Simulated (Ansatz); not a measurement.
How far is PAW off for VN?

```
V N
1.0
    -0.02064    2.05368    2.05368
     2.05368   -0.02064    2.05368
     2.05368    2.05368   -0.02064
V N
1 1
Direct
  0.00000 0.00000 0.00000
  0.50000 0.50000 0.50000
```

Atom numbers follow the list: V1, N2.

The cell is COD entry 9008765, as deposited and not checked against the literature; nothing was relaxed. The listed cell was then made from it by scaling, straining or moving an atom.

Methods: DFT, PBE, PAW with Ansatz's default frozen-core files, scalar-relativistic (Ansatz 0.2.0); DFT, PBE, all-electron LAPW, scalar-relativistic (Ansatz 0.2.0).

For PAW: a Γ-centred 14×14×14 k mesh, Fermi–Dirac smearing of 0.08 eV, cutoff 420 eV, spin-polarised from start moments V1 1.5 μB (the moments died away, and the run ended non-magnetic). LAPW targets a basis error of 1 meV/atom. The Ansatz runs share mesh, smearing and spin set-up. Plane-wave (PAW) pressures include the program's estimate of the Pulay term.

Stress and pressure are positive in compression.

The change that made this cell: equal xy, yz and zx engineering shear strains of -1 %.

PAW results:

| quantity | PAW |
| --- | --- |
| pressure (GPa) | -2.31 |
| stress yz (GPa) | 1.16 |
| stress xz (GPa) | 1.16 |
| stress xy (GPa) | 1.16 |

Task: What does full-potential LAPW give for the same quantities?

Result: 
| quantity | LAPW |
| --- | --- |
| pressure (GPa) | -2.40 |
| stress yz (GPa) | 1.16 |
| stress xz (GPa) | 1.16 |
| stress xy (GPa) | 1.16 |
